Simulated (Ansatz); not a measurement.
**GaN under changes of volume**

One of the cells (11.444 Å³/atom); the others are scaled copies at fixed shape and fractional positions:

```
Ga N
1.0
     0.00000    2.25350    2.25350
     2.25350    0.00000    2.25350
     2.25350    2.25350    0.00000
Ga N
1 1
Direct
  0.00000 0.00000 0.00000
  0.25000 0.25000 0.25000
```

The cell is a database's computed one.

```yaml
Program: Ansatz 0.2.0
Functional: B3LYP
Potentials_or_basis: Ansatz PAW
Cutoff: "420 eV (not typed: the program's choice for these potentials)"
k_mesh: 5 × 5 × 5
Occupations: fermi-dirac, width 0.05 eV
Spin: no spin polarisation
```

| volume (Å³/atom) | energy over the lowest point (meV/atom) | pressure (GPa) | gap on the mesh (eV) |
| --- | --- | --- | --- |
| 10.757 | ? | ? | ? |
| 10.986 | 26.29 | 12.8 | 3.71 |
| 11.215 | 11.50 | 8.2 | 3.56 |
| 11.444 | 2.88 | 4.0 | 3.40 |
| 11.673 | 0.00 | 0.2 | 3.25 |
| 11.902 | 2.26 | -3.3 | 3.10 |
| 12.131 | 9.43 | -6.4 | 2.95 |

Problem. What does the run at 10.757 Å³/atom give?

Solution. Energy over the lowest point 48.58 meV/atom; pressure 18.1 GPa; gap on the mesh 3.88 eV.

Worked out: A Birch-Murnaghan fit of order 3 (a polynomial in V^(-2/3)) to the other rows has its minimum at 11.68 Å³/atom with B0 = V·E''(V) = 186 GPa and B' = 3.2. It gives 47.79 meV/atom at 10.757 Å³/atom, against the run's 48.58, and -dE/dV = 17.5 GPa, against 18.1. A straight line through the other rows of the gap, of slope -7.68 eV per unit of ln V (its deformation potential), extrapolates to 3.88 eV, against the run's 3.88.

Energies are extrapolated to zero smearing.

Caveats: all runs use coarse meshes; odd divisions of the mesh miss points on the zone boundary, where band edges often lie, so the gap on the mesh can be too wide; the PAW data sets come from PBE, with cores solved anew for the run's functional, which leaves a small shift of forces and pressure; the thresholds are loose for stress.

Spin-orbit coupling on Ga is left out.
